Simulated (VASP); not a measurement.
Wanted: the native input for a VASP 6.6.1 run.

- Task: single point
- Functional: r2SCAN
- Potentials or basis: VASP PAW PBE potentials, release 64 (Pt, Te)
- Cutoff: 520 eV
- k mesh: 5 × 5 × 5
- Occupations: gaussian, width 0.05 eV
- Spin: collinear spin, ferromagnetic start
- Starting moments: [0.5, 0.0] μB
- Hubbard terms: Pt d U = 5 eV
- Further INCAR settings: ALGO = Normal; EDIFF = 1e-06; NBANDS = 19

The structure of TePt lies in POSCAR:

```
TePt
1.0
    0.0000000000      3.2450425500      3.2450425500
    3.2450425500      0.0000000000      3.2450425500
    3.2450425500      3.2450425500      0.0000000000
Pt Te
1 1
Direct
    0.0000000000      0.0000000000      0.0000000000
    0.2500000000      0.2500000000      0.2500000000
```

Measurements of this composition are mostly on another form, of space group No. 166.

These files were run (other wordings do the same):

INCAR

```
SYSTEM = TePt
  PREC = Accurate
  ENCUT = 520
  EDIFF = 1E-6
  ISMEAR = 0
  SIGMA = 0.05
  LREAL = .FALSE.
  LASPH = .TRUE.
  NELM = 100
  ALGO = Normal
  ISIF = 2
  LWAVE = .FALSE.
  LCHARG = .FALSE.
  ISPIN = 2
  MAGMOM = 0.5 0
  LORBIT = 11
  LMAXMIX = 4
  LDAU = .TRUE.
  LDAUTYPE = 2
  LDAUL = 2 -1
  LDAUU = 5 0
  LDAUJ = 0 0
  LDAUPRINT = 1
  METAGGA = R2SCAN
  LMIXTAU = .TRUE.
  NBANDS = 19
```

KPOINTS

```
regular mesh
0
G
  5 5 5
  0 0 0
```

Potentials or basis: VASP PAW PBE potentials, release 64 (Pt, Te).

Run with:

```sh
$ cat potpaw_PBE.64/Pt/POTCAR potpaw_PBE.64/Te/POTCAR > POTCAR
$ mpirun -np 1 vasp_std > vasp.out
```

Results of the run:

The pressure is -13.1 GPa, the band gap on the k mesh is none (metal or under the smearing width) and the net moment is 0.20 μB per cell. The site moments are Pt +0.13; Te +0.04 μB. The valence electrons inside the program's atomic spheres are Pt 9.33; Te 3.19.

Caveat: the PAW data sets were made with another functional, which shifts forces and pressure a little; the U is typed as a test and isn't derived for this compound.

Wall time 3.9 min on 1 thread of AMD EPYC 7R43 64-Core Processor (Zen 3) (shared host), peak memory 0.24 GiB.
